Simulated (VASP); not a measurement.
Wanted: the native input for a VASP 6.6.1 run.

| Item | Value |
| --- | --- |
| Task | single point |
| Functional | PBEsol |
| Potentials or basis | VASP PAW PBE potentials, release 64 (Mg) |
| Cutoff | 520 eV |
| k mesh | 12 × 12 × 12 |
| Occupations | gaussian, width 0.15 eV |
| Spin | no spin polarisation |
| Dipole correction | no |
| Further INCAR settings | ALGO = Fast; EDIFF = 1e-07; NBANDS = 9 |

The structure of Mg lies in POSCAR:

```
Mg
1.0
    3.0817366425      0.0000000000      0.0000000000
    1.5408683213     -2.6688622201     -3.0360888843
    1.5408683212      2.6688622201     -3.0360888843
Mg
2
Direct
    0.0000000000      0.0000000000      0.0000000000
    0.5000000000      0.5000000000      0.5000000000
```

This isn't the form of Mg at room conditions, which is hcp.

The cell isn't the ideal one: the relaxed cell repeated 2 times.

The input as run:

INCAR

```
ALGO     = Fast           # electronic algorithm
EDIFF    = 1E-7           # SCF threshold, eV
ENCUT    = 520            # plane-wave cutoff, eV
GGA      = PS             # functional
ISIF     = 2              # what is computed and relaxed
ISMEAR   = 0              # smearing method
LASPH    = True           # aspherical terms in the spheres
LCHARG   = True           # write CHGCAR
LELF     = True           # ELF
LREAL    = False          # projectors in reciprocal space
LVHAR    = True         
LWAVE    = False          # write WAVECAR
NBANDS   = 9              # bands
NELM     = 100            # most SCF steps
PREC     = Accurate       # precision mode
SIGMA    = 0.15           # smearing width, eV
```

KPOINTS

```
k-points
0
Gamma
  12 12 12
```

Potentials or basis: VASP PAW PBE potentials, release 64 (Mg).

Run with:

```sh
$ cat potpaw_PBE.64/Mg/POTCAR > POTCAR
$ mpirun -np 1 vasp_std > vasp.out
```

It gave:

```
Pressure               : 0.0 GPa
Band gap on the k mesh : none (metal or under the smearing width)
```

Caveat: the PAW data sets were made with another functional, which shifts forces and pressure a little.

Wall time 31 s on 1 thread of Intel(R) Xeon(R) 6975P-C (Granite Rapids), on a shared host, peak memory 0.24 GiB.
